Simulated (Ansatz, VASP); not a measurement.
PbF2 in VASP and in Ansatz

Contents of POSCAR:

```
PbF2
1.0
    0.0185615625      2.9698500000      2.9698500000
    2.9884115625      0.0000000000      2.9884115625
    2.9698500000      2.9698500000      0.0185615625
Pb F
1 2
Direct
    0.0000000000      0.0000000000      0.0000000000
    0.2500000000      0.2500000000      0.2500000000
    0.7500000000      0.7500000000      0.7500000000
```

The input INCAR.step1:

```
ALGO = Normal
EDIFF = 1E-4
ENCUT = 520
GGA = PE
ISMEAR = 0
LASPH = True
LCHARG = False
LREAL = False
LWAVE = True
NBANDS = 21
NELM = 100
PREC = Accurate
SIGMA = 0.05
```

File INCAR.step2:

```
ALGO = Normal
EDIFF = 1E-6
ENCUT = 520
ISIF = 2
ISMEAR = 0
ISTART = 1
LASPH = True
LCHARG = False
LMIXTAU = True
LREAL = False
LWAVE = False
METAGGA = R2SCAN
NBANDS = 21
NELM = 100
PREC = Accurate
SIGMA = 0.05
```

KPOINTS

```
k-points
0
Gamma
  8 8 8
```

Input for Ansatz:

```yaml
crystal:
  lattice:
    - [0.0185615625, 2.96985, 2.96985]
    - [2.9884115625, 0.0, 2.9884115625]
    - [2.96985, 2.96985, 0.0185615625]
  atoms:
    - { symbol: Pb, position: [0.0, 0.0, 0.0] }
    - { symbol: F, position: [0.25, 0.25, 0.25] }
    - { symbol: F, position: [0.75, 0.75, 0.75] }
basis:
  ecutwfc: 500
kpoints:
  mp_grid: { grid: [8, 8, 8] }
hamiltonian:
  xc: r2scan
scf:
  occupations: { method: gaussian, width: 0.05 }
output:
  forces: true
  stress: true
  eigenvalues: true
```

Change from the starting cell: strain +0.0125 x Voigt [0, 0, 0, 0, 1, 0], atoms carried along.

Alike in both runs: task single point; functional r2SCAN; k mesh 8 × 8 × 8; occupations gaussian, width 0.05 eV; no spin polarisation.

|  | VASP | Ansatz |
| --- | --- | --- |
| version | VASP 6.6.1 | Ansatz 0.2.0 |
| potentials or method | VASP PAW PBE potentials, release 64 (Pb_d, F) | scalar-relativistic, plane waves, PAW |
| plane-wave cutoff (eV) | 520 | 500 |
| valence electrons in the cell | 28 | 28 |

|  | VASP | Ansatz | Ansatz less VASP |
| --- | --- | --- | --- |
| gap on the k mesh at the Fermi level (eV) | 4.93 | 4.93 | 0.000 |
| least direct gap on the mesh (eV) | 5.08 | 5.07 | -0.002 |
| pressure (GPa) | -0.8 | -0.7 | +0.08 |
| largest component of the traceless stress (GPa) | 0.41 | 0.40 | -0.013 |
| rms of the force components (eV/Å) | 0.016 | 0.015 | -0.0007 |

Atom by atom the forces differ by 0.001 eV/Å (rms over components).

Caveats: the PAW data sets were made with another functional, which shifts forces and pressure a little (VASP); spin-orbit coupling is left out, which as a rule narrows the gap of such compounds by several tenths of an eV. A k mesh can miss the band edges.
